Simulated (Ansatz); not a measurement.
TiAl under changes of volume

One of the cells (16.653 Å³/atom); the others are scaled copies at fixed shape and fractional positions:

```
CELL_PARAMETERS angstrom
2.86726 0.00000 0.00000
-1.43363 2.48312 0.00000
0.00000 0.00000 4.67808
ATOMIC_POSITIONS crystal
Ti 0.00000 0.00000 0.00000
Al 0.33333 0.66667 0.50000
```

The cell comes from a database or a generator and needn't be the stable form of this composition.

* Program: Ansatz 0.2.0
* Functional: HSE06
* Potentials or basis: Ansatz PAW
* Cutoff: 420 eV (not typed: the program's choice for these potentials)
* k mesh: 6 × 6 × 4
* Occupations: fermi-dirac, width 0.05 eV
* Spin: no spin polarisation

```csv
volume (Å³/atom),energy over the lowest point (meV/atom),pressure (GPa)
15.654,15.91,6.6
15.987,5.14,3.8
16.320,0.00,1.2
16.653,0.02,-1.2
16.986,4.72,-3.3
17.320,?,?
17.653,26.48,-7.0
```

What does the run at 17.320 Å³/atom give?

Energy over the lowest point 13.67 meV/atom; pressure -5.3 GPa.

Worked out: A Birch-Murnaghan fit of order 3 (a polynomial in V^(-2/3)) to the other rows has its minimum at 16.48 Å³/atom with B0 = V·E''(V) = 117 GPa and B' = 3.7 at fixed shape and positions, which overstates the stiffness. It gives 13.68 meV/atom at 17.320 Å³/atom, against the run's 13.67, and -dE/dV = -5.3 GPa, against -5.3.

Energies are extrapolated to zero smearing.

Caveats: all runs use coarse meshes; the PAW data sets come from PBE, with cores solved anew for the run's functional, which leaves a small shift of forces and pressure; the thresholds are loose for stress.
